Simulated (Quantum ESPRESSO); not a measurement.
# Y: phonons with LDA

Crystal: Y.

```xyz
4
Lattice="3.6425 0.0000 0.0000 -1.8213 3.1545 0.0000 0.0000 0.0000 11.8441" Properties=species:S:1:pos:R:3 pbc="T T T"
Y     1.8213    1.0515    8.8831
Y     0.0000    0.0000    5.9221
Y     0.0000    2.1030    2.9610
Y     0.0000    0.0000    0.0000
```

```json
{"Program": "Quantum ESPRESSO 7.5", "Task": "phonons", "Functional": "LDA", "Potentials or basis": "JTH 2.0 LDA", "Cutoff": "490 eV", "Density cutoff": "2939 eV", "k mesh": "7 × 7 × 3", "Occupations": "methfessel-paxton, width 0.136 eV", "Spin": "no spin polarisation", "Form of the LDA correlation": "PW92", "Mixing beta": "0.5", "Most SCF iterations": "120", "SCF threshold": "8e-10 Ry"}
```

```
Relaxed volume                         : 29.30 Å³/atom
Relaxed cell                           : a = 3.472 Å, b = 3.472 Å, c = 11.228 Å, α = 90.00°, β = 90.00°, γ = 120.00°
Space group after relaxing (to 0.05 Å) : P6_3/mmc (No. 194)
Pressure after relaxing                : 0.1 GPa
Band gap on the k mesh                 : none (metal or under the smearing width)
Highest phonon frequency at Γ          : 140 cm⁻¹
```

Step by step:
| step | energy change (eV) | largest force (eV/Å) | pressure (GPa) | volume (Å³) |
| --- | --- | --- | --- | --- |
| 1 | 0.0000 | 0.0000 | -5.26 | 136.10 |
| 2 | -0.1106 | 0.0000 | -4.48 | 132.48 |
| 3 | -0.2384 | 0.0000 | -3.17 | 127.17 |
| 4 | -0.3371 | 0.0000 | -0.81 | 119.46 |
| 5 | -0.3427 | 0.0000 | 0.08 | 117.02 |
| 6 | -0.3428 | 0.0000 | 0.00 | 117.23 |
| 7 | -0.3428 | 0.0000 | -0.01 | 117.23 |
| 8 | -0.3428 | 0.0000 | -0.01 | 117.23 |
| 9 | -0.3428 | 0.0000 | 0.00 | 117.22 |

Final structure:
```
Y
1.0
     3.47200    0.00000    0.00000
    -1.73600    3.00684    0.00000
     0.00000    0.00000   11.22818
Y
4
Direct
  0.66667 0.33333 0.75000
  0.00000 0.00000 0.50000
  0.33333 0.66667 0.25000
  0.00000 0.00000 0.00000
```

Levels at points of the mesh, in eV from the Fermi level:
```csv
k point,band 18,band 19,band 20,band 21,band 22,band 23,band 24,band 25,band 26,band 27
"(0.00, 0.00, 0.00)",-3.36,-3.35,-2.12,0.76,0.81,1.08,1.64,1.64,1.70,1.70
```

Phonon frequencies in cm⁻¹ (negative: imaginary):
```csv
q point,frequencies
"(0.000, 0.000, 0.000)",-2 -2 0 54 54 61 61 85 85 118 122 140
```

Optical modes at Γ, degenerate ones joined:
| cm⁻¹ | components | symmetry | active in |
| --- | --- | --- | --- |
| 54 | 2 | E2u | silent |
| 61 | 2 | E2g | Raman |
| 85 | 2 | E1u | IR |
| 118 | 1 | B1g | silent |
| 122 | 1 | B2u | silent |
| 140 | 1 | A2u | IR |

Run time: 22 min on 1 thread of Arm Neoverse V1, on a shared host, peak memory 0.23 GiB.

Caveat: the mesh is thin for the phonons of a metal; the cutoff is low for these files, which shifts pressure and relaxed volume.
